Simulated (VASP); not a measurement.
# BiTe (R-3m) in VASP: a series of runs

The runs below take BiTe through electric field gradients, core levels, phonons, with LDA.

Program: VASP 6.6.1. These are calculated values, not measurements. Logs are shortened: lines on timing, memory, paths and dates and some standing lists are left out, and cuts for length are marked.

## Step 1: The crystal as given

It takes space group R-3m (No. 166, trigonal). Conventional cell: a = 4.845 Å, b = 4.845 Å, c = 9.952 Å, α = 90.00°, β = 90.00°, γ = 120.00°. Bi (site symmetry -3m) is surrounded by 6 Te at 3.25 Å. Te (site symmetry -3m) is surrounded by 6 Bi at 3.25 Å.

The cell comes from a database or a generator and needn't be the stable form of this composition.

## Step 2: Electric field gradients, LDA

INCAR

```
PREC = Accurate
ENCUT = 520
EDIFF = 1E-8
ISMEAR = 0
SIGMA = 0.02
LREAL = False
LASPH = True
NELM = 100
ALGO = Fast
ISIF = 2
LWAVE = False
LCHARG = False
LEFG = True
```

KPOINTS

```
Automatic mesh
0
Gamma
  7 7 7
```

POSCAR

```
BiTe
1.0
    2.4227077728      1.3987509848      3.3172919545
   -2.4227077728      1.3987509848      3.3172919545
    0.0000000000     -2.7975019696      3.3172919545
Bi Te
1 1
Direct
    0.5000000000      0.5000000000      0.5000000000
    0.0000000000      0.0000000000      0.0000000000
```

Potentials or basis: VASP PAW LDA potentials, release 64 (Bi_d, Te).

Run with:

```console
cat potpaw_LDA.64/Bi_d/POTCAR potpaw_LDA.64/Te/POTCAR > POTCAR
mpirun -np 1 vasp_std > vasp.out
```

OUTCAR:

```text
PREC = Accurate
   ENCUT = 520
   EDIFF = 1E-8
   ISMEAR = 0
   LREAL = False
   LASPH = True
   NELM = 100
   ISIF = 2

 ion  position               nearest neighbor table
   1  0.500  0.500  0.500-   2 3.25   2 3.25   2 3.25   2 3.25   2 3.25   2 3.25
   2  0.000  0.000  0.000-   1 3.25   1 3.25   1 3.25   1 3.25   1 3.25   1 3.25

  LATTYP: Found a trigonal (rhomboedric) cell.
 ALAT       =     4.3394058558
 COS(alpha) =     0.3765932224

  Lattice vectors:

 A1 = (   2.4227077728,   1.3987509848,   3.3172919545)
 A2 = (  -2.4227077728,   1.3987509848,   3.3172919545)
 A3 = (   0.0000000000,  -2.7975019696,   3.3172919545)

Analysis of symmetry for initial positions (statically):
=====================================================================
 Subroutine PRICEL returns:
 Original cell was already a primitive cell.

 Routine SETGRP: Setting up the symmetry group for a
 trigonal (rhombohedral) supercell.

 Subroutine GETGRP returns: Found 12 space group operations
 (whereof 12 operations were pure point group operations)
 out of a pool of 12 trial point group operations.

The static configuration has the point symmetry D_3d.

Analysis of symmetry for dynamics (positions and initial velocities):
=====================================================================
 Subroutine PRICEL returns:
 Original cell was already a primitive cell.

 Routine SETGRP: Setting up the symmetry group for a
 trigonal (rhombohedral) supercell.

 Subroutine GETGRP returns: Found 12 space group operations
 (whereof 12 operations were pure point group operations)
 out of a pool of 12 trial point group operations.

The dynamic configuration has the point symmetry D_3d.

 Subroutine INISYM returns: Found 12 space group operations
 (whereof 12 operations are pure point group operations),
 and found     1 'primitive' translations

----------------------------------------------------------------------------------------

                                     Primitive cell

  volume of cell :      67.4491

  direct lattice vectors                    reciprocal lattice vectors
     2.422707773  1.398750985  3.317291954     0.206380648  0.119153923  0.100483568
    -2.422707773  1.398750985  3.317291954    -0.206380648  0.119153923  0.100483568
     0.000000000 -2.797501970  3.317291954     0.000000000 -0.238307845  0.100483568

  length of vectors
     4.339405856  4.339405856  4.339405856     0.258626326  0.258626326  0.258626326

  position of ions in fractional coordinates (direct lattice)
     0.500000000  0.500000000  0.500000000
     0.000000000  0.000000000  0.000000000

  ion indices of the primitive-cell ions
   primitive index   ion index
                 1           1
                 2           2

----------------------------------------------------------------------------------------

 KPOINTS: Automatic mesh

Automatic generation of k-mesh.
 Grid dimensions read from file:
 generate k-points for:    7    7    7

 Generating k-lattice:

  Cartesian coordinates                     Fractional coordinates (reciprocal lattice)
     0.029482950  0.017021989  0.014354795     0.142857143  0.000000000  0.000000000
    -0.029482950  0.017021989  0.014354795     0.000000000  0.142857143  0.000000000
     0.000000000 -0.034043978  0.014354795     0.000000000  0.000000000  0.142857143

  Length of vectors
     0.036946618  0.036946618  0.036946618

  Shift w.r.t. Gamma in fractional coordinates (k-lattice)
     0.000000000  0.000000000  0.000000000

 Subroutine IBZKPT returns following result:
 ===========================================

 Found     44 irreducible k-points:

 Following reciprocal coordinates:
            Coordinates               Weight
  0.000000  0.000000  0.000000      1.000000
  0.142857 -0.000000  0.000000      6.000000
  0.285714 -0.000000  0.000000      6.000000
  0.428571 -0.000000  0.000000      6.000000
  0.142857  0.142857  0.000000      6.000000
  0.285714  0.142857  0.000000     12.000000
[... 16 lines left out ...]
  0.285714  0.285714  0.142857      6.000000
  0.428571  0.285714  0.142857     12.000000
 [... further k-points ...]
   k-points           NKPTS =     44   k-points in BZ     NKDIM =     44   number of bands    NBANDS=     14
   number of dos      NEDOS =    301   number of ions     NIONS =      2
   total plane-waves  NPLWV =  32768
   dimension x,y,z NGX =    32 NGY =   32 NGZ =   32
   dimension x,y,z NGXF=    64 NGYF=   64 NGZF=   64
   ions per type =               1   1
   NGX,Y,Z   is equivalent  to a cutoff of  12.26, 12.26, 12.26 a.u.
   NGXF,Y,Z  is equivalent  to a cutoff of  24.52, 24.52, 24.52 a.u.
 SYSTEM =  unknown system
   PREC   = accura    normal or accurate (medium, high low for compatibility)
   ISTART =      0    job   : 0-new  1-cont  2-samecut
   ICHARG =      2    charge: 1-file 2-atom 10-const
   ISPIN  =      1    spin polarized calculation?
   LNONCOLLINEAR =      F non collinear calculations
   LSORBIT =      F    spin-orbit coupling
   LASPH  =      T    aspherical Exc in radial PAW
   ENCUT  =  520.0 eV  38.22 Ry    6.18 a.u.   8.07  8.07  8.07*2*pi/ulx,y,z
   NELM   =    100;   NELMIN=  2; NELMDL= -5     # of ELM steps
   EDIFF  = 0.1E-07   stopping-criterion for ELM
   LREAL  =      F    real-space projection
   EDIFFG = 0.1E-06   stopping-criterion for IOM
   NSW    =      0    number of steps for IOM
   IBRION =     -1    ionic relax: 0-MD 1-quasi-New 2-CG
[... 8 lines left out ...]
   EMIN   =  10.00;   EMAX   =-10.00  energy-range for DOS
   EFERMI =   0.00;   METHOD = LEGACY
   ISMEAR =     0;   SIGMA  =   0.02  broadening in eV -4-tet -1-fermi 0-gaus
   EFERMI_NEDOS =   21; number of points for ismear=-14 and -15
   IALGO  =     68    algorithm
   IMIX   =      4    mixing-type and parameters
     AMIX     =   0.40;   BMIX     =  1.00
     AMIX_MAG =   1.60;   BMIX_MAG =  1.00
  volume/ion in A,a.u.               =      33.72       227.58
  Fermi-wavevector in a.u.,A,eV,Ry     =   1.109573  2.096789 16.750837  1.231152
  Thomas-Fermi vector in A             =   2.246114
   LORBIT       =      0    0 simple, 1 ext, 2 COOP (PROOUT), +10 PAW based schemes
   GGA     = CA    functional components
   LHFCALC =     F    Hartree Fock is set to
   AEXX    =    0.0000 exact exchange contribution
   IVDW    =     0    specifies the selected vdW correction
   LEPSILON=     F    determine dielectric tensor
   LRPA    =     F    only Hartree local field effects (RPA)
 non-spin polarized calculation
 RMM-DIIS sequential band-by-band and
 Gauss-broadening in eV      SIGMA  =   0.02
  energy-cutoff  :      520.00
  volume of cell :       67.45
 maximum number of plane-waves:      1827
   NGX = 17   NGY = 17   NGZ = 17

 number of electron      20.9999996 magnetization

 Free energy of the ion-electron system (eV)
  ---------------------------------------------------
  ext. energy  EPLUGINS =         0.00000000
  ---------------------------------------------------
  free energy    TOTEN  =        -8.47475313 eV

  energy without entropy =       -8.47460975  energy(sigma->0) =       -8.47468144

 E-fermi :   6.4982     XC(G=0):  -9.7133

 val. band max:        6.4256528126   @ k =  -0.4286   0.2857   0.2857
 cond. band min:       6.5035580958   @ k =   0.2857   0.2857   0.2857
 fundamental gap:      0.0779052833
 Fermi energy:         6.4982089232

 k-point     1 :       0.0000    0.0000    0.0000
  band No.  band energies     occupation
      1     -16.7053      2.00000
      2     -16.7053      2.00000
      3     -16.6885      2.00000
      4     -16.6885      2.00000
      5     -16.6695      2.00000
      6      -7.0314      2.00000
      7      -1.8565      2.00000
      8       3.5634      2.00000
      9       3.5634      2.00000
     10       4.8768      2.00000
     11       8.3096      0.00000
     12       8.9210      0.00000
     13       8.9210      0.00000
     14      10.5445      0.00000

 k-point     2 :       0.1429   -0.0000    0.0000
  band No.  band energies     occupation
      1     -16.7054      2.00000
      2     -16.7050      2.00000
      3     -16.6894      2.00000
      4     -16.6869      2.00000
      5     -16.6691      2.00000
      6      -6.8583      2.00000
      7      -2.2855      2.00000
      8       3.6795      2.00000
      9       3.8239      2.00000
     10       4.8053      2.00000
     11       7.6972      0.00000
     12       8.2312      0.00000
     13       8.3447      0.00000
     14      10.8291      0.00000

 k-point     3 :       0.2857   -0.0000    0.0000
  band No.  band energies     occupation
      1     -16.7058      2.00000
      2     -16.7047      2.00000
      3     -16.6910      2.00000
      4     -16.6837      2.00000
      5     -16.6677      2.00000
      6      -6.3478      2.00000
      7      -3.2943      2.00000
      8       4.0223      2.00000
      9       4.2934      2.00000
     10       4.8830      2.00000
     11       6.5582      0.00002
     12       7.0200      0.00000
     13       7.5030      0.00000
     14      11.6436      0.00000
[... 324 lines left out ...]
 k-point    23 :       0.2857    0.2857    0.1429
  band No.  band energies     occupation
      1     -16.7092      2.00000
      2     -16.7059      2.00000
      3     -16.6860      2.00000
      4     -16.6788      2.00000
      5     -16.6696      2.00000
      6      -6.3061      2.00000
      7      -2.8143      2.00000
      8       2.9346      2.00000
      9       3.8472      2.00000
     10       4.3111      2.00000
     11       6.0697      2.00000
     12       7.6950      0.00000
     13       8.1275      0.00000
     14      10.1769      0.00000

 k-point    24 :       0.4286    0.2857    0.1429
  band No.  band energies     occupation
      1     -16.7105      2.00000
      2     -16.7058      2.00000
      3     -16.6865      2.00000
      4     -16.6765      2.00000
      5     -16.6683      2.00000
      6      -5.8194      2.00000
      7      -3.4344      2.00000
      8       2.6445      2.00000
      9       3.1439      2.00000
     10       4.0238      2.00000
     11       6.6609      0.00000
     12       7.1268      0.00000
     13       9.3057      0.00000
     14      10.2071      0.00000

 [... further k-points ...]
[... 5 lines left out ...]
  --------------------------------------------------------------------------------------
  -------------------------------------------------------------------------------------
  Total       -1.4499020     -1.4499020     -1.3172692      0.0000000      0.0000000      0.0000000
  in kB      -34.4407686    -34.4407686    -31.2902281      0.0000000      0.0000000      0.0000000
  external PRESSURE =     -33.3905884 kB  Pullay stress =       0.0000000 kB

 VOLUME and BASIS-vectors are now :
 -----------------------------------------------------------------------------
  energy-cutoff  :      520.00
  volume of cell :       67.45
      direct lattice vectors                 reciprocal lattice vectors
     2.422707773  1.398750985  3.317291954     0.206380648  0.119153923  0.100483568
    -2.422707773  1.398750985  3.317291954    -0.206380648  0.119153923  0.100483568
     0.000000000 -2.797501970  3.317291954     0.000000000 -0.238307845  0.100483568

 POSITION                                       TOTAL-FORCE (eV/Angst)
 -----------------------------------------------------------------------------------
      0.00000      0.00000      4.97594         0.000000      0.000000     -0.000000
      0.00000      0.00000      0.00000         0.000000     -0.000000      0.000000
 -----------------------------------------------------------------------------------
    total drift:                               -0.000000      0.000000     -0.000000

  FREE ENERGIE OF THE ION-ELECTRON SYSTEM (eV)
  ---------------------------------------------------
  free  energy   TOTEN  =        -8.4747531314 eV

  energy  without entropy=       -8.4746097522  energy(sigma->0) =       -8.47468144

 Electric field gradients (V/A^2)
---------------------------------------------------------------------
 ion       V_xx      V_yy      V_zz      V_xy      V_xz      V_yz
---------------------------------------------------------------------
   1      89.706    89.706  -179.411     0.000    -0.000    -0.000
   2      71.144    71.144  -142.288    -0.000     0.000    -0.000
---------------------------------------------------------------------

 Electric field gradients after diagonalization (V/A^2)
 (convention: |V_zz| > |V_xx| > |V_yy|)
----------------------------------------------------------------------
 ion       V_xx      V_yy      V_zz     asymmetry (V_yy - V_xx)/ V_zz
----------------------------------------------------------------------
   1      89.706    89.706  -179.411       0.000
   2      71.144    71.144  -142.288       0.000
----------------------------------------------------------------------

           NMR quadrupolar parameters

 Cq : quadrupolar parameter    Cq=e*Q*V_zz/h
 eta: asymmetry parameters     (V_yy - V_xx)/ V_zz
 Q  : nuclear electric quadrupole moment in mb (millibarn)
----------------------------------------------------------------------
 ion       Cq(MHz)       eta       Q (mb)
----------------------------------------------------------------------
   1      -0.434       0.000       1.000
   2      -0.344       0.000       1.000
----------------------------------------------------------------------
```

Run time: 43 s. Hardware: 1 thread of Intel Xeon Platinum 8259CL at 2.50GHz (Skylake/Cascade Lake), shared host; peak memory 0.18 GiB.

What came out:

```
Free energy            : -8.4748 eV
Pressure               : -3.3 GPa
Band gap on the k mesh : none (metal or under the smearing width)
```

Stress tensor (GPa, compression positive):
```
-3.44  0.00  0.00
 0.00 -3.44  0.00
 0.00  0.00 -3.13
```

Electric field gradients, principal values (V/Å²):
```
atom     Vxx     Vyy       Vzz
1 Bi  89.706  89.706  -179.411
2 Te  71.144  71.144  -142.288
```

Caveat: spin-orbit coupling is left out, which moves the levels of the heavy elements.

(Continued in part 2 of 3.)
